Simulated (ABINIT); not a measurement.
# La (P6_3/mmc) in ABINIT: reference runs

Reference runs on La: the cell as given and a disturbed copy.

All numbers are computed with ABINIT 10.8.3 (patched build); they aren't measurements. Logs are shortened: lines on timing, memory, paths and dates and some standing lists are left out, and cuts for length are marked. The log counts tension as positive stress, the text compression.

### 1 The crystal as given

Symmetry: P6_3/mmc, No. 194, hexagonal system. The conventional cell has a = 3.770 Å, b = 3.770 Å, c = 12.159 Å, α = 90.00°, β = 90.00°, γ = 120.00°. La (site symmetry -6m2) is surrounded by 12 La at 3.74 to 3.77 Å. La (site symmetry -3m) is surrounded by 12 La at 3.74 to 3.77 Å.

### 2 Single point, PBE

run.abi

```
# Pseudopotentials
pp_dirpath "./"
pseudos "La.GGA_PBE-JTH.xml"

# Structure
structure "poscar:POSCAR"
natom 4

# Plane-wave basis
ecut 20.0
pawecutdg 40.0

# k points
kptopt 1
ngkpt 8 8 3
nshiftk 1
shiftk 0.0 0.0 0.0

# Exchange and correlation
ixc 11

# Bands and occupations
nband 30
occopt 3
tsmear 0.00183747

# SCF cycle
nstep 100
tolvrs 1.0e-9

# Output
iomode 3
prtwf 0
prtden 0
prteig 0
prtebands 0
```

POSCAR

```
La
1.0
    3.7700000000      0.0000000000      0.0000000000
   -1.8850000000      3.2649157723      0.0000000000
    0.0000000000      0.0000000000     12.1590000000
La
4
Direct
    0.6666666667      0.3333333333      0.2500000000  La
    0.3333333333      0.6666666667      0.7500000000  La
    0.0000000000      0.0000000000      0.5000000000  La
    0.0000000000      0.0000000000      0.0000000000  La
```

Potentials or basis: JTH PAW PBE v2.0.

Run with:

```sh
> abinit run.abi > log 2>&1
```

run.abo:

```text
.Version 10.8.3 of ABINIT
 Symmetries : space group P6_3/m m c (#194); Bravais hP (primitive hexag.)
================================================================================
 Values of the parameters that define the memory need of the present run
     intxc =       0    ionmov =       0      iscf =      17    lmnmax =      32
     lnmax =       8     mgfft =      96  mpssoang =       4    mqgrid =    6542
     natom =       4  nloc_mem =       2    nspden =       1   nspinor =       1
    nsppol =       1      nsym =      24    n1xccc =       1    ntypat =       1
    occopt =       3   xclevel =       2
       mpw =        4343          nfft =       86400          nkpt =          20
 PAW method is used; the additional fine FFT grid is defined by:
   mgfftf=       135    nfftf =    273375
================================================================================
================================================================================

--------------------------------------------------------------------------------
------------- Echo of variables that govern the present computation ------------
--------------------------------------------------------------------------------
 -outvars: echo values of preprocessed input variables --------
            acell      1.0000000000E+00  1.0000000000E+00  1.0000000000E+00 Bohr
              amu      1.38905500E+02
             ecut      2.00000000E+01 Hartree
              ixc          11
         kptrlatt        8    0    0      0    8    0      0    0    3
          kptrlen      5.69941400E+01
            natom           4
            nband          30
            ngfft          30      30      96
          ngfftdg          45      45     135
             nkpt          20
            nstep         100
             nsym          24
           ntypat           1
           occopt           3
        pawecutdg      4.00000000E+01 Hartree
         pawxcdev           0
           prtden           0
        prtebands           0
           prteig           0
            prtwf           0
            rprim      7.1242674947E+00  0.0000000000E+00  0.0000000000E+00
                      -3.5621337473E+00  6.1697966338E+00  0.0000000000E+00
                       0.0000000000E+00  0.0000000000E+00  2.2977179965E+01
          spgroup         194
           tolvrs      1.00000000E-09
           tsmear      1.83747000E-03 Hartree
            typat      1  1  1  1
           useylm           1
           xangst      1.8850000000E+00  1.0883052574E+00  3.0397500000E+00
                       3.3140383257E-17  2.1766105149E+00  9.1192500000E+00
                       6.9759013381E-17 -7.2495693277E-16  6.0795000000E+00
                       6.9759013381E-17 -7.2495693277E-16 -6.7496008782E-16
            xcart      3.5621337473E+00  2.0565988779E+00  5.7442949912E+00
                       6.2626248063E-17  4.1131977559E+00  1.7232884974E+01
                       1.3182543010E-16 -1.3699700560E-15  1.1488589982E+01
                       1.3182543010E-16 -1.3699700560E-15 -1.2754897119E-15
             xred      6.6666666667E-01  3.3333333333E-01  2.5000000000E-01
                       3.3333333333E-01  6.6666666667E-01  7.5000000000E-01
                      -9.2518585385E-17 -2.2204460493E-16  5.0000000000E-01
                      -9.2518585385E-17 -2.2204460493E-16 -5.5511151231E-17
            znucl       57.00000

================================================================================

 chkinp: Checking input parameters for consistency.

================================================================================
== DATASET  1 ==================================================================

--- !DatasetInfo
iteration_state: {dtset: 1, }
dimensions: {natom: 4, nkpt: 20, mband: 30, nsppol: 1, nspinor: 1, nspden: 1, mpw: 4343, }
cutoff_energies: {ecut:  20.0, pawecutdg:  40.0, }
electrons: {nelect:   4.40000000E+01, charge:   0.00000000E+00, occopt:   3.00000000E+00, tsmear:   1.83747000E-03, }
meta: {optdriver: 0, ionmov: 0, optcell: 0, iscf: 17, paral_kgb: 0, }
...

 Exchange-correlation functional for the present dataset will be:
  GGA: Perdew-Burke-Ernzerhof functional - ixc=11
  J.P.Perdew, K.Burke, M.Ernzerhof, PRL 77, 3865 (1996)

 Real(R)+Recip(G) space primitive vectors, cartesian coordinates (Bohr,Bohr^-1):
 R(1)=  7.1242675  0.0000000  0.0000000  G(1)=  0.1403653  0.0810399  0.0000000
 R(2)= -3.5621337  6.1697966  0.0000000  G(2)=  0.0000000  0.1620799  0.0000000
 R(3)=  0.0000000  0.0000000 22.9771800  G(3)=  0.0000000  0.0000000  0.0435214
 Unit cell volume ucvol=  1.0099684E+03 bohr^3
 Angles (23,13,12)=  9.00000000E+01  9.00000000E+01  1.20000000E+02 degrees

 Coarse grid specifications (used for wave-functions):

 getcut: wavevector=  0.0000  0.0000  0.0000  ngfft=  30  30  96
         ecut(hartree)=     20.000   => boxcut(ratio)=   2.07536

 Fine grid specifications (used for densities):

 getcut: wavevector=  0.0000  0.0000  0.0000  ngfft=  45  45 135
         ecut(hartree)=     40.000   => boxcut(ratio)=   2.04839

--- Pseudopotential description ------------------------------------------------
- pspini: atom type   1  psp file is ./La.GGA_PBE-JTH.xml
 Pseudopotential format is: paw10
 basis_size (lnmax)=  8 (lmn_size= 32), orbitals=   0   0   1   1   2   2   3   3
 Spheres core radius: rc_sph= 2.51647158
 Shapefunction is SIN type: shapef(r)=[sin(pi*r/rshp)/(pi*r/rshp)]**2
 Radius for shape functions =  1.95079210
 Compensation charge density is not taken into account in XC energy/potential

   1.11847763E+04                                ecore*ucvol(ha*bohr**3)
--------------------------------------------------------------------------------

[... 7 lines left out ...]

     iter   Etot(hartree)      deltaE(h)  residm     nres2
 ETOT  1  -127.74194940623    -1.277E+02 2.956E-01 2.102E-01
 ETOT  2  -128.02944133229    -2.875E-01 1.284E-02 6.222E-01
 ETOT  3  -128.02876548375     6.758E-04 4.331E-03 3.774E-01
 ETOT  4  -128.02657119431     2.194E-03 1.828E-03 7.341E-03
 ETOT  5  -128.02663137659    -6.018E-05 9.841E-04 1.236E-03
 ETOT  6  -128.02662602769     5.349E-06 7.366E-04 2.697E-04
 ETOT  7  -128.02662539830     6.294E-07 3.320E-04 5.856E-06
 ETOT  8  -128.02662544709    -4.878E-08 2.299E-04 1.740E-06
 ETOT  9  -128.02662545381    -6.726E-09 2.103E-04 2.827E-07
 ETOT 10  -128.02662545079     3.022E-09 1.536E-04 2.429E-08
 ETOT 11  -128.02662544769     3.098E-09 1.092E-04 9.362E-09
 ETOT 12  -128.02662544538     2.312E-09 1.045E-04 1.011E-09
 ETOT 13  -128.02662544321     2.172E-09 7.746E-05 8.329E-11

 At SCF step   13       nres2   =  8.33E-11 < tolvrs=  1.00E-09 =>converged.

 Cartesian components of stress tensor (hartree/bohr^3)
  sigma(1 1)=  4.01892685E-06  sigma(3 2)=  0.00000000E+00
  sigma(2 2)=  4.01892663E-06  sigma(3 1)=  0.00000000E+00
  sigma(3 3)=  4.74027205E-06  sigma(2 1)=  0.00000000E+00

--- !ResultsGS
iteration_state: {dtset: 1, }
comment   : Summary of ground state results
lattice_vectors:
- [  7.1242675,   0.0000000,   0.0000000, ]
- [ -3.5621337,   6.1697966,   0.0000000, ]
- [  0.0000000,   0.0000000,  22.9771800, ]
lattice_lengths: [   7.12427,    7.12427,   22.97718, ]
lattice_angles: [ 90.000,  90.000, 120.000, ] # degrees, (23, 13, 12)
lattice_volume:   1.0099684E+03
convergence: {deltae:  2.172E-09, res2:  8.329E-11, residm:  7.746E-05, diffor: null, }
etotal    :  -1.28026625E+02
entropy   :   0.00000000E+00
fermie    :   1.56059163E-01
cartesian_stress_tensor: # hartree/bohr^3
- [  4.01892685E-06,   0.00000000E+00,   0.00000000E+00, ]
- [  0.00000000E+00,   4.01892663E-06,   0.00000000E+00, ]
- [  0.00000000E+00,   0.00000000E+00,   4.74027205E-06, ]
pressure_GPa:  -1.2532E-01
xred      :
- [  6.6667E-01,   3.3333E-01,   2.5000E-01, La]
- [  3.3333E-01,   6.6667E-01,   7.5000E-01, La]
- [ -9.2519E-17,  -2.2204E-16,   5.0000E-01, La]
- [ -9.2519E-17,  -2.2204E-16,  -5.5511E-17, La]
cartesian_forces: # hartree/bohr
- [ -1.18110617E-28,  -6.81911967E-29,  -9.83042536E-23, ]
- [  8.97640692E-29,   5.18253095E-29,   9.83042536E-23, ]
- [  1.41732741E-29,   8.18294361E-30,  -0.00000000E+00, ]
- [  1.41732741E-29,   8.18294361E-30,  -0.00000000E+00, ]
force_length_stats: {min:   1.63658872E-29, max:   9.83042536E-23, mean:   4.91521350E-23, }
...

 Integrated electronic density in atomic spheres:
 ------------------------------------------------
 Atom  Sphere_radius  Integrated_density
    1        2.51647          7.94356198
    2        2.51647          7.94356198
    3        2.51647          7.95202952
    4        2.51647          7.95821665

================================================================================

 ----iterations are completed or convergence reached----

 Mean square residual over all n,k,spin=   13.748E-07; max=  77.460E-06
 reduced coordinates (array xred) for    4 atoms
       0.666666666667      0.333333333333      0.250000000000
       0.333333333333      0.666666666667      0.750000000000
      -0.000000000000     -0.000000000000      0.500000000000
      -0.000000000000     -0.000000000000     -0.000000000000
 rms dE/dt=  9.2213E-22; max dE/dt=  2.2588E-21; dE/dt below (all hartree)
    1       0.000000000000      0.000000000000      0.000000000000
    2      -0.000000000000      0.000000000000     -0.000000000000
    3       0.000000000000      0.000000000000      0.000000000000
    4       0.000000000000      0.000000000000      0.000000000000

 cartesian coordinates (angstrom) at end:
    1      1.88500000000000     1.08830525743333     3.03975000000000
    2      0.00000000000000     2.17661051486667     9.11925000000000
    3      0.00000000000000    -0.00000000000000     6.07950000000000
    4      0.00000000000000    -0.00000000000000    -0.00000000000000

 cartesian forces (hartree/bohr) at end:
    1     -0.00000000000000    -0.00000000000000    -0.00000000000000
    2      0.00000000000000     0.00000000000000     0.00000000000000
    3      0.00000000000000     0.00000000000000    -0.00000000000000
    4      0.00000000000000     0.00000000000000    -0.00000000000000
 frms,max,avg= 4.0132543E-23 9.8304254E-23   0.000E+00  0.000E+00  0.000E+00 h/b

 cartesian forces (eV/Angstrom) at end:
    1     -0.00000000000000    -0.00000000000000    -0.00000000000000
    2      0.00000000000000     0.00000000000000     0.00000000000000
    3      0.00000000000000     0.00000000000000    -0.00000000000000
    4      0.00000000000000     0.00000000000000    -0.00000000000000
 frms,max,avg= 2.0636984E-21 5.0550080E-21   0.000E+00  0.000E+00  0.000E+00 e/A
 length scales=  1.000000000000  1.000000000000  1.000000000000 bohr
              =  0.529177210544  0.529177210544  0.529177210544 angstroms
 Fermi (or HOMO) energy (hartree) =   0.15606   Average Vxc (hartree)=  -0.36405
 Eigenvalues (hartree) for nkpt=  20  k points:
 kpt#   1, nband= 30, wtk=  0.00521, kpt=  0.0000  0.0000  0.0000 (reduced coord)
  -1.05335   -1.04994   -1.04956   -1.04603   -0.47812   -0.45445   -0.45407   -0.43481
  -0.43481   -0.43155   -0.43155   -0.43136   -0.43136   -0.42802   -0.42802   -0.42714
   0.03711    0.08559    0.08585    0.09122    0.17393    0.17838    0.20156    0.20157
   0.20173    0.20311    0.20456    0.20460    0.20641    0.21045
      occupation numbers for kpt#   1
   2.00000    2.00000    2.00000    2.00000    2.00000    2.00000    2.00000    2.00000
   2.00000    2.00000    2.00000    2.00000    2.00000    2.00000    2.00000    2.00000
   2.00000    2.00000    2.00000    2.00000    0.00012    0.00001    0.00000    0.00000
   0.00000    0.00000    0.00000    0.00000    0.00000    0.00000
 prteigrs : prtvol=0 or 1, do not print more k-points.

--- !EnergyTerms
iteration_state     : {dtset: 1, }
comment             : Components of total free energy in Hartree
kinetic             :  3.94385756379879E+01
hartree             :  1.48243358556207E+01
xc                  : -4.20222907026616E+01
Ewald energy        : -1.10582524244561E+02
psp_core            :  1.10743822880854E+01
local_psp           : -4.61526209163285E+01
PAW spherical_terms :  5.39541694614989E+00
internal            : -1.28024725135707E+02
'-kT*entropy'       : -1.89404784900175E-03
total_energy        : -1.28026619183556E+02
total_energy_eV     : -3.48378178437086E+03
...

--- !EnergyTermsDC
iteration_state     : {dtset: 1, }
comment             : '"Double-counting" decomposition of free energy'
band_energy         : -1.76969219824109E+01
Ewald energy        : -1.10582524244561E+02
psp_core            :  1.10743822880854E+01
xc_dc               : -2.29020072760039E+01
PAW spherical_terms :  1.20823398195292E+01
internal            : -1.28024731395361E+02
'-kT*entropy'       : -1.89404784900175E-03
total_energy_dc     : -1.28026625443210E+02
total_energy_dc_eV  : -3.48378195470473E+03
...

--- !EnergyTermsWithPAWCore
iteration_state     : {dtset: 1, }
comment             : 'Components of total free energy, including PAW core contributions'
Total energy        : -3.39738536729518E+04
Total energy DC     : -3.39738536792114E+04
Total energy (eV)   : -9.24475654559131E+05
Total energy DC (eV): -9.24475654729465E+05
...

 Cartesian components of stress tensor (hartree/bohr^3)
  sigma(1 1)=  4.01892685E-06  sigma(3 2)=  0.00000000E+00
  sigma(2 2)=  4.01892663E-06  sigma(3 1)=  0.00000000E+00
  sigma(3 3)=  4.74027205E-06  sigma(2 1)=  0.00000000E+00

-Cartesian components of stress tensor (GPa)         [Pressure= -1.2532E-01 GPa]
- sigma(1 1)=  1.18240910E-01  sigma(3 2)=  0.00000000E+00
- sigma(2 2)=  1.18240904E-01  sigma(3 1)=  0.00000000E+00
- sigma(3 3)=  1.39463619E-01  sigma(2 1)=  0.00000000E+00

== END DATASET(S) ==============================================================
================================================================================

 -outvars: echo values of variables after computation  --------
            acell      1.0000000000E+00  1.0000000000E+00  1.0000000000E+00 Bohr
           etotal     -1.2802662544E+02
            fcart     -1.1811061739E-28 -6.8191196743E-29 -9.8304253588E-23
                       8.9764069215E-29  5.1825309524E-29  9.8304253588E-23
                       1.4173274087E-29  8.1829436091E-30 -0.0000000000E+00
                       1.4173274087E-29  8.1829436091E-30 -0.0000000000E+00
            rprim      7.1242674947E+00  0.0000000000E+00  0.0000000000E+00
                      -3.5621337473E+00  6.1697966338E+00  0.0000000000E+00
                       0.0000000000E+00  0.0000000000E+00  2.2977179965E+01
           strten      4.0189268515E-06  4.0189266320E-06  4.7402720520E-06
                       0.0000000000E+00  0.0000000000E+00  0.0000000000E+00
           xangst      1.8850000000E+00  1.0883052574E+00  3.0397500000E+00
                       3.3140383257E-17  2.1766105149E+00  9.1192500000E+00
                       6.9759013381E-17 -7.2495693277E-16  6.0795000000E+00
                       6.9759013381E-17 -7.2495693277E-16 -6.7496008782E-16
             xred      6.6666666667E-01  3.3333333333E-01  2.5000000000E-01
                       3.3333333333E-01  6.6666666667E-01  7.5000000000E-01
                      -9.2518585385E-17 -2.2204460493E-16  5.0000000000E-01
                      -9.2518585385E-17 -2.2204460493E-16 -5.5511151231E-17
 Calculation completed.
```

Run time: 3.5 min. Hardware: 1 thread of Intel Xeon at 2.70GHz, shared host; peak memory 0.28 GiB.

Results:

```
Free energy                                           : -3483.7820 eV
Pressure                                              : -0.1 GPa
Band gap on the k mesh                                : none (metal or under the smearing width)
Valence electrons inside the program's atomic spheres : La 7.94, 7.95, 7.96 (radii [1.3317] Å)
```

Levels at points of the mesh, in eV from the Fermi level:
| k point | band 19 | band 20 | band 21 | band 22 | band 23 | band 24 | band 25 | band 26 |
| --- | --- | --- | --- | --- | --- | --- | --- | --- |
| (0.00, 0.00, 0.00) | -1.91 | -1.76 | 0.49 | 0.61 | 1.24 | 1.24 | 1.24 | 1.28 |
| (0.50, 0.00, 0.00) | -1.54 | -1.08 | -0.67 | -0.31 | -0.21 | 0.42 | 0.92 | 1.19 |

### 3 Single point, PBE (atoms moved at random, drawn with an rms of 0.05 Å)

Edit run.abi of step 2 so:

```diff
@@ -5,4 +5,19 @@
 # Structure
-structure "poscar:POSCAR"
+acell 7.1242674898 7.1242674899 22.9771799493
+rprim
+     1.0000000000     0.0000000000     0.0000000000
+    -0.5000000000     0.8660254038     0.0000000000
+     0.0000000000     0.0000000000     1.0000000000
+ntypat 1
+znucl 57
 natom 4
+typat 1 1 1 1
+xred
+     0.6497790000     0.3193630000     0.2477750000
+     0.3322830000     0.6725800000     0.7494700000
+     0.0098450000     0.0060730000     0.4990400000
+     0.0097420000     0.0178620000    -0.0021170000
+chkprim 0
+chksymtnons 0
+tolsym 1.0e-6
 
@@ -33,4 +48,8 @@
 prtwf 0
-prtden 0
 prteig 0
 prtebands 0
+prtvol 2
+prtden 1
+prtvha 1
+prtvclmb 1
+prtpot 1
```

Potentials or basis: JTH PAW PBE v2.0.

Run with:

```sh
> abinit run.abi > log 2>&1
```

Wall time 15 min (1 thread of Intel Xeon at 2.70GHz, shared host); peak memory 0.6 GiB.

It converged, with:

```
Free energy                                           : -3483.7789 eV
Pressure                                              : -0.1 GPa
Largest force                                         : 0.050 eV/Å
Band gap on the k mesh                                : none (metal or under the smearing width)
Valence electrons inside the program's atomic spheres : La 7.94, 7.95 (radii [1.3317] Å)
```

Forces on the atoms (eV/Å):
```
La   0.021  0.041  0.021
La   0.008  0.000 -0.029
La  -0.020 -0.010 -0.019
La  -0.009 -0.031  0.027
```

Stress tensor (GPa, compression positive):
```
-0.05  0.02  0.00
 0.02 -0.15  0.00
 0.00  0.00 -0.15
```

Levels at points of the mesh, in eV from the Fermi level:
| k point | band 20 | band 21 | band 22 | band 23 | band 24 | band 25 |
| --- | --- | --- | --- | --- | --- | --- |
| (0.00, 0.00, 0.00) | -1.76 | 0.48 | 0.61 | 1.23 | 1.24 | 1.24 |
| (0.50, 0.00, 0.00) | -1.08 | -0.66 | -0.30 | -0.21 | 0.40 | 0.92 |
| (0.00, 0.50, 0.00) | -1.08 | -0.69 | -0.32 | -0.23 | 0.46 | 0.92 |
| (0.50, 0.50, 0.00) | -1.08 | -0.67 | -0.30 | -0.20 | 0.41 | 0.92 |
